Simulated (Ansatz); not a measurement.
Crystal: AlN.

```
CELL_PARAMETERS angstrom
0.00000 2.18399 2.18399
2.18399 0.00000 2.18399
2.18399 2.18399 0.00000
ATOMIC_POSITIONS crystal
Al 0.00000 0.00000 0.00000
N 0.25000 0.25000 0.25000
```

Measurements of this composition are mostly on another form, of space group No. 186.

Base run:

| Quantity | Value |
| --- | --- |
| Program | Ansatz 0.2.0 |
| Functional | PBE |
| Potentials or basis | all-electron PAW datasets made for the crystal |
| Cutoff | 400 eV |
| Density cutoff | 2000 eV |
| k mesh | 10 × 10 × 10 |
| Occupations | fixed |
| Spin | no spin polarisation |

Its results: band gap on the k mesh 3.32 eV, indirect (least direct gap 4.19 eV); electronic dielectric tensor (diagonal) 4.62.

The run is repeated on the same cell with these changes: functional from PBE to LDA. What comes out?

Band gap on the k mesh 3.24 eV, indirect (least direct gap 4.23 eV); electronic dielectric tensor (diagonal) 4.61.

Caveats: the program warned that the printed levels may be off, so bands, gaps and densities of states are rough.

A k mesh can miss the band edges.

Not every run made on this cell is shown here.
